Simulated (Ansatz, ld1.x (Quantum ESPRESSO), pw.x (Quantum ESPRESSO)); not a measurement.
Si: does the RRKJ potential hold in the solid?

- Element: Si
- Generator: ld1.x (Quantum ESPRESSO) 7.5
- Type: norm-conserving RRKJ (Kleinman–Bylander form)
- Functional: LDA (PW92)
- Relativity: scalar-relativistic
- Frozen core: [Ne]
- Valence charge: 4
- Reference configuration: 3s2 3p1.5 (charge +0.5)
- Partial waves: 3p (bound): rc 2.25 bohr; 3s (bound): rc 1.75 bohr
- Local potential: the s channel
- Core correction: a·sin(br)/r model core inside 1.70 bohr

Atomic tests: cutoffs needed: 18 Ry and 40 Ry (the cutoffs (Ry, on a coarse ladder) from which the occupation-weighted sum of valence levels, in a spherical-Bessel basis at the reference potential, stays within 10 and 1 mRy of its value at 400 Ry); ghost test: no extra level below or beside the all-electron valence levels (p, s, d, f tested) (spherical-Bessel basis up to 400 Ry, 20 bohr box); largest excitation error: +28 meV (all-electron minus pseudo) for 3s2 3p0, out of 7 test configurations.

Crystal test: diamond Si in pw.x 7.5, no spin, 9³ k-points, Fermi–Dirac smearing 0.01 Ry, cutoffs 50/200 Ry. The reference is all-electron LAPW (Ansatz 0.2.0) with the same functional, mesh and smearing; V0 and B0 come from Birch–Murnaghan fits to the pressures at five volumes. Errors are pseudo minus all-electron; Δ is the rms difference of the E(V) curves that follow from these fits, minima aligned, over ±6 % about the mean V0. Mesh and smearing are coarse, so the numbers serve the comparison and aren't converged zero-temperature values; the lattice is a test structure that the element need not adopt.

| V (Å³/atom) | P all-electron (GPa) | P pseudo (GPa) |
| --- | --- | --- |
| 18.709 | 5.46 | 9.83 |
| 19.202 | 2.53 | 6.63 |
| 19.694 | -0.03 | 3.80 |
| 20.186 | -2.29 | 1.32 |
| 20.679 | -4.26 | -0.87 |

All-electron: a0 = 5.400 Å (V0 = 19.69 Å³/atom), B0 = 96.2 GPa.

Pseudopotential: mean pressure error (GPa): +3.86; a0 (Å): 5.472; a0 error (%): +1.32; B0 error (%): -6.4; Δ (meV/atom): 16.0. This is a poor potential for the solid.

Question: At the middle volume, how do free energy and pressure move when the wave cutoff is lowered (ecutrho kept at four times it)?

Answer:

```
cutoff (Ry)  shift of F (meV/atom)  shift of P (GPa)
         22                  +69.5             -0.77
         30                  +26.9             -0.75
         40                   +2.8             -0.19
```

The run at the middle volume (35 k-points, 7 iterations) took about 8.1 s on one core of a shared host (Neoverse-V1, 64 threads, 503 GiB, load 11).
